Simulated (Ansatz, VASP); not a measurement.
**MgS in VASP and in Ansatz**

File INCAR:

```
SYSTEM = MgS
PREC = Accurate
ENCUT = 520
EDIFF = 1E-6
ISMEAR = 0
SIGMA = 0.05
LREAL = .False.
LASPH = .True.
NELM = 80
ALGO = Fast
ISIF = 2
LWAVE = .False.
LCHARG = .False.
GGA = PE
NBANDS = 11
```

KPOINTS

```
regular mesh
0
Gamma
  8 8 8
  0 0 0
```

Contents of POSCAR:

```
MgS
1.0
    0.0000000000      2.6666912500      2.4715675000
    2.6666912500      0.0000000000      2.4715675000
    2.6666912500      2.6666912500      0.0000000000
Mg S
1 1
Direct
    0.0000000000      0.0000000000      0.0000000000
    0.5000000000      0.5000000000      0.5000000000
```

Input for Ansatz:

```yaml
crystal:
  lattice:
    - [0.0, 2.66669125, 2.4715675]
    - [2.66669125, 0.0, 2.4715675]
    - [2.66669125, 2.66669125, 0.0]
  atoms:
    - { symbol: Mg, position: [0.0, 0.0, 0.0] }
    - { symbol: S, position: [0.5, 0.5, 0.5] }
basis:
  ecutwfc: 420
kpoints:
  mp_grid: { grid: [8, 8, 8] }
hamiltonian:
  xc: pbe
scf:
  occupations: { method: gaussian, width: 0.05 }
output:
  forces: true
  stress: true
  eigenvalues: true
```

Change from the starting cell: strain +0.025 along x and y, -0.050 along z, atoms carried along.

Alike in both runs: task single point; functional PBE; k mesh 8 × 8 × 8; occupations gaussian, width 0.05 eV; no spin polarisation.

|  | VASP | Ansatz |
| --- | --- | --- |
| version | VASP 6.6.1 | Ansatz 0.2.0 |
| potentials or method | VASP PAW PBE potentials, release 64 (Mg, S) | scalar-relativistic, plane waves, PAW |
| plane-wave cutoff (eV) | 520 | 420 |
| valence electrons in the cell | 8 | 16 |

```tsv
	VASP	Ansatz	Ansatz less VASP
gap on the k mesh at the Fermi level (eV)	2.49	2.50	+0.014
least direct gap on the mesh (eV)	3.61	3.62	+0.011
pressure (GPa)	2.0	2.3	+0.29
largest component of the traceless stress (GPa)	6.15	6.17	+0.025
```

The two sets of potentials don't hold the same shells in valence.

A k mesh can miss the band edges.
